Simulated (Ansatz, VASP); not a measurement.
# AlSi11HO24 (Al-H pair in alpha-quartz) in two plane-wave programs, part 2 of 2

One calculation is typed for both programs; each brings its own data sets. How far apart do they land? The cell is taken from a series of runs on this material, whose earlier steps may have relaxed, scaled, displaced or heated it; both programs get it as it stands.

VASP 6.6.1 and Ansatz 0.2.0.

So far: Starting point; Ansatz: single point, HSE06.

**3. VASP: single point, HSE06**

Level of this step: HSE06; plane waves and PAW (Si, O, Al, H) (VASP).

The same cell, functional, mesh and smearing now go to VASP, with its own data sets.

Lines of VASP's logs that name or quote its potential files are left out, and so is its time.

The run reads the wave functions of an earlier VASP run, which isn't shown here.

Input file INCAR:

```
SYSTEM = AlSi11HO24
PREC = Accurate
ENCUT = 520
EDIFF = 1E-06
NELM = 100
ISMEAR = -1
SIGMA = 0.01
LREAL = Auto
ALGO = Normal
LHFCALC = .TRUE.
AEXX = 0.25
GGA = PE
HFSCREEN = 0.208
LASPH = .TRUE.
NBANDS = 121
PRECFOCK = Fast
LORBIT = 11
LWAVE = .FALSE.
LCHARG = .FALSE.
ISIF = 2
```

Input file POSCAR:

```
AlSi11HO24
1.0
   -2.5091692155      4.3460085660      5.5089740514
    5.0183384309      0.0000000000      5.5089740514
    5.0183384309      8.6920171319      0.0000000000
Si O Al H
11 24 1 1
Direct
    0.0753038593      0.5712305407      0.4474322466
    0.5782723309      0.0829139810      0.2161683457
    0.3963397008      0.9210038285      0.0494384867
    0.9036830289      0.4247204833      0.2738168932
    0.9904100793      0.9937111200      0.2614865571
    0.5040289851      0.5042646701      0.0034150440
    0.1021544046      0.5756640885      0.9422596632
    0.5919353954      0.0751107291      0.7151833332
    0.3959707508      0.9454310052      0.5456838588
    0.9065958684      0.4308285504      0.7846052754
    0.9956552516      0.0074452001      0.7666493986
    0.3088396555      0.4639444677      0.4540275321
    0.7976288729      0.9762813272      0.2324001887
    0.4336856689      0.0898743647      0.3784578549
    0.9523706441      0.5135649927      0.0987223226
    0.4412828615      0.6876691592      0.0727167618
    0.9476353331      0.1879592963      0.3130098947
    0.1647509269      0.9986512965      0.1140898696
    0.6848972709      0.5145230182      0.3477812223
    0.0534164126      0.4767947415      0.3344631282
    0.5160219193      0.9654267272      0.1377739674
    0.0547194704      0.8030120084      0.3894125944
    0.5666471396      0.3083258574      0.1256377772
    0.3242074906      0.4876328169      0.9569959232
    0.8167935579      0.9814390657      0.7253654874
    0.4508111033      0.0305178751      0.8794673349
    0.9377174493      0.5144577835      0.6088409135
    0.4150134055      0.7264755028      0.5500468793
    0.9291931434      0.1968775165      0.8315630654
    0.1746361014      0.0440682850      0.6234659054
    0.6877625580      0.5308551005      0.8625157621
    0.0675688376      0.4872114618      0.8284378419
    0.5491553065      0.9627440418      0.6198995118
    0.0654711193      0.8115708626      0.8869351205
    0.5556636783      0.3044875542      0.6450436300
    0.5057655319      0.5066678054      0.5077176884
    0.3595324847      0.3398196444      0.4111571119
```

Input file KPOINTS:

```
Automatic mesh
0
Gamma
1 1 1
0 0 0
```

PAW data sets: Si, O, Al and H (PBE family, release 64).

The run is started by

```console
> export OMP_NUM_THREADS=3
> mpirun -np 1 vasp_gam
```

Numbers of over 12 decimals in the logs are rounded to 6 here.

The log of the run:

```text
[banner, memory and clock lines left out]
running    1 mpi-ranks, on    1 nodes
[...]
Offloading initialized ...    1 GPUs detected
[...]
LDA part: xc-table for (Slater+PW92), standard interpolation
 found WAVECAR, reading the header
 POSCAR, INCAR and KPOINTS ok, starting setup
[...]
reading WAVECAR
 the WAVECAR file was read successfully
 initial charge from wavefunction
 entering main loop
       N       E                     dE             d eps       ncg     rms          rms(c)
DAV:   1    -0.351983735801E+03   -0.35198E+03   -0.58249E+00   276   0.867E+00    0.129E+01
DAV:   2    -0.352028331005E+03   -0.44595E-01   -0.21893E-01   292   0.142E+00    0.966E+00
DAV:   3    -0.352010891589E+03    0.17439E-01   -0.18787E-02   292   0.401E-01    0.608E+00
DAV:   4    -0.352006914421E+03    0.39772E-02   -0.59811E-03   284   0.204E-01    0.360E+00
[...]
DAV:   9    -0.352005142082E+03    0.88217E-05   -0.74205E-06   284   0.109E-02    0.229E-01
DAV:  10    -0.352005140631E+03    0.14514E-05   -0.21661E-06   188   0.637E-03    0.133E-01
DAV:  11    -0.352005140926E+03   -0.29492E-06   -0.11809E-06   188   0.493E-03
   1 F= -.35200514E+03 E0= -.35200514E+03  d E =-.254609E-11
```

From OUTCAR (step 3):

```text
  Total       -1.1905242     -1.4318650     -1.2551863     -0.7715596     -0.6354703     -4.0859095
  in kB       -3.9688763     -4.7734394     -4.1844418     -2.5721649     -2.1184812    -13.6212851
  external PRESSURE =      -4.3089192 kB  Pullay stress =       0.0000000 kB

 POSITION                                       TOTAL-FORCE (eV/Angst)
 -----------------------------------------------------------------------------------
      4.92304      4.21636      3.56174        -0.138460      0.156009      0.081015
      0.04991      4.39212      3.64246        -0.150681     -0.089278      0.081394
      3.87552      2.15222      7.25721        -0.000848     -0.011585     -0.024212
      1.23800      6.30744      7.31814         0.004843      0.014896      0.030961
      3.81390      6.57718     10.93047        -0.012845      0.061995     -0.009376
      1.28301      2.22020      5.55466         0.014192     -0.015132      0.017707
      7.36113      8.63410      3.73408        -0.024440     -0.000766     -0.009516
      2.48070      8.78894      3.67474         0.009695      0.019294      0.006812
      6.48936      6.46399      7.38975         0.029565      0.121501     -0.111070
      3.82466     10.75988      7.36784        -0.016263     -0.054473      0.038559
      1.38640     10.99086      5.52605         0.019931      0.017878     -0.004584
      3.83176      5.28863      4.25725        -2.130216     -0.315143     -0.864061
      4.06419      5.48653      9.77243         0.048574     -0.020404     -0.028477
      1.26206      5.17436      2.88428         0.166211     -0.021604      0.091968
[...]
-----------------------------------------------------------------------------------
    total drift:                               -0.024073      0.008960     -0.019345

  FREE ENERGIE OF THE ION-ELECTRON SYSTEM (eV)
  ---------------------------------------------------
  free  energy   TOTEN  =      -352.0051409257 eV

  energy  without entropy=     -352.0051409257  energy(sigma->0) =     -352.00514093

[... 3 further parts left out ...]
[key lines of the parts left out:]
E-fermi :  -0.1985
```

The run ends at a pressure of -0.43 GPa, with forces up to 2.3 eV/Å.

**4. Differences**

Known differences besides the potentials themselves: exact exchange at q = 0 is treated differently, which shows on coarse meshes; VASP keeps PBE cores, Ansatz makes them for the functional; the cutoff is 420 eV in Ansatz and 520 eV in VASP (PREC = Accurate, projectors in real space); VASP takes a coarser grid for exact exchange (PRECFOCK = Fast). Total energies have different zeros and are not compared.

The two programs side by side:

```
              quantity  Ansatz   VASP  difference
gap on the k mesh (eV)   7.265  7.285      -0.020
```

Forces on 7 of the 37 atoms, those with the largest forces and the largest differences (eV/Å; atoms numbered as in POSCAR):

```
atom          Ansatz x, y, z            VASP x, y, z
 Si1    -0.144, 0.122, 0.062    -0.138, 0.156, 0.081
 Si2   -0.132, -0.080, 0.077   -0.151, -0.089, 0.081
 Si9    0.020, 0.136, -0.120    0.030, 0.122, -0.111
 O12  -2.190, -0.332, -0.897  -2.130, -0.315, -0.864
 O14    0.166, -0.036, 0.089    0.166, -0.022, 0.092
Al36  -0.025, -0.086, -0.104   0.008, -0.106, -0.120
 H37     2.178, 0.341, 0.857     2.089, 0.334, 0.825
```

The forces differ by 17 meV/Å r.m.s., which is 5.4 % of the r.m.s. force of 0.312 eV/Å (both taken over all components). A gap on the mesh is an upper bound, since the band edges may lie between its points.

**5. Results**

```yaml
r_m_s_force_difference_single_point_hse06: 5.4 % of the r.m.s. force
```

In words: The r.m.s. force difference is 5.4 % of the r.m.s. force (single point, HSE06), beyond the 3 % picked in this series as the mark of a large difference. What causes the difference of the single point, HSE06 pair stays open here. Such differences can come from data sets, numerical settings and the points named under the comparisons, not from the functional's error against experiment.

[Lines on the potential files, build, host, timing and source positions are cut from VASP's logs without a mark.]

[Logs are printed without paths, hosts, clocks, repeated set-up lines and the standing remarks that a program may print on its own settings, such as how far it seeks lower states.]

[Hosts, paths, dates, database ids (printed as entryN), source tags and the programs' standing remarks are cut or masked in the printed files.]
